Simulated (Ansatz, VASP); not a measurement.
Given: the input of a run of VASP 6.6.1 on La2O3. The cell is a database's computed one, not the measured one.

File INCAR:

```
  PREC = Accurate
  ENCUT = 520
  EDIFF = 1E-7
  ISMEAR = -1
  SIGMA = 0.05
  LREAL = F
  LASPH = T
  NELM = 100
  ALGO = Normal
  ISIF = 2
  LWAVE = F
  LCHARG = T
  GGA = PE
  LELF = T
  LVHAR = T
  NBANDS = 28
```

File KPOINTS:

```
regular mesh
0
Gamma
  8 8 5
```

The input POSCAR:

```
La2O3
1.0
    3.9307778780      0.0000000000      0.0000000000
   -1.9653889390      3.4041534990      0.0000000000
    0.0000000000      0.0000000000      6.1119535200
La O
2 3
Direct
    0.3333333333      0.6666666667      0.2462356800
    0.6666666667      0.3333333333      0.7537643200
    0.0000000000      0.0000000000      0.0000000000
    0.3333333333      0.6666666667      0.6458906500
    0.6666666667      0.3333333333      0.3541093500
```

Potentials or basis: VASP PAW PBE potentials, release 64 (La, O).

The run is started by

```sh
$ cat potpaw_PBE.64/La/POTCAR potpaw_PBE.64/O/POTCAR > POTCAR
$ mpirun -np 1 vasp_std > vasp.out
```

Task: What does the same run look like in Ansatz 0.2.0? Potentials or basis there: Ansatz PAW (earlier soft set), cutoff 420 eV.

Result: As run (cutoffs and basis follow the program's own potentials, and thresholds, step limits or extra output files can differ):

The input input.yaml:

```yaml
crystal:
  lattice:
    - [3.930777878, 0.0, 0.0]
    - [-1.965388939, 3.404153499, 0.0]
    - [0.0, 0.0, 6.11195352]
  atoms:
    - { symbol: La, position: [0.3333333333, 0.6666666667, 0.24623568] }
    - { symbol: La, position: [0.6666666667, 0.3333333333, 0.75376432] }
    - { symbol: O, position: [0.0, 0.0, 0.0] }
    - { symbol: O, position: [0.3333333333, 0.6666666667, 0.64589065] }
    - { symbol: O, position: [0.6666666667, 0.3333333333, 0.35410935] }
hamiltonian:
  xc: pbe
  pseudopotentials: { kind: paw, azcp: { folder: soft_1 } }
kpoints:
  mp_grid: { grid: [8, 8, 5] }
scf:
  occupations: { method: fermi_dirac, width: 0.05 }
output:
  forces: true
  stress: true
  eigenvalues: true
```

Potentials or basis: Ansatz PAW soft_1.

Run with:

```console
$ ansatz run input.yaml --threads 1 --pin off --max-ram 3584MiB --backend cpu --events-out ev --progress --plain --runs-dir out
```

Both were run:

|  | VASP | Ansatz |
| --- | --- | --- |
| Pressure | 1.6 GPa | 1.9 GPa |

Ansatz's pressure holds a Pulay term of +0.26 GPa for its cutoff of 420 eV, which the other run lacks.

Where Ansatz's input types no cutoff or centring, it takes its own default and a Γ-centred mesh.

Pressure is positive in compression.
